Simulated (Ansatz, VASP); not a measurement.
## One calculation of B, two programs

```
CELL_PARAMETERS angstrom
0.00000 2.13893 2.13893
2.13893 0.00000 2.13893
2.13893 2.13893 0.00000
ATOMIC_POSITIONS crystal
B 0.25000 0.25000 0.25000
B 0.75000 0.75000 0.75000
B 0.50000 0.50000 0.50000
```

Alike in both runs: functional PBE; k mesh 18 × 18 × 18; occupations gaussian, width 0.1 eV; no spin polarisation.

Ansatz relaxed the structure, and its values are those at the end. VASP's run is a single point on that final structure, the one shown.

|  | VASP | Ansatz |
| --- | --- | --- |
| version | VASP 6.6.1 | Ansatz 0.2.0 |
| potentials or method | VASP PAW PBE potentials, release 64 (B) | scalar-relativistic, plane waves, PAW |
| plane-wave cutoff (eV) | 520 | 420 |
| valence electrons in the cell | 9 | 9 |

|  | VASP | Ansatz | Ansatz less VASP |
| --- | --- | --- | --- |
| gap on the k mesh at the Fermi level (eV) | none | none | - |
| pressure (GPa) | 0.0 | 0.0 | +0.04 |

A gap of «none» marks a metal or a gap that the smearing closes.
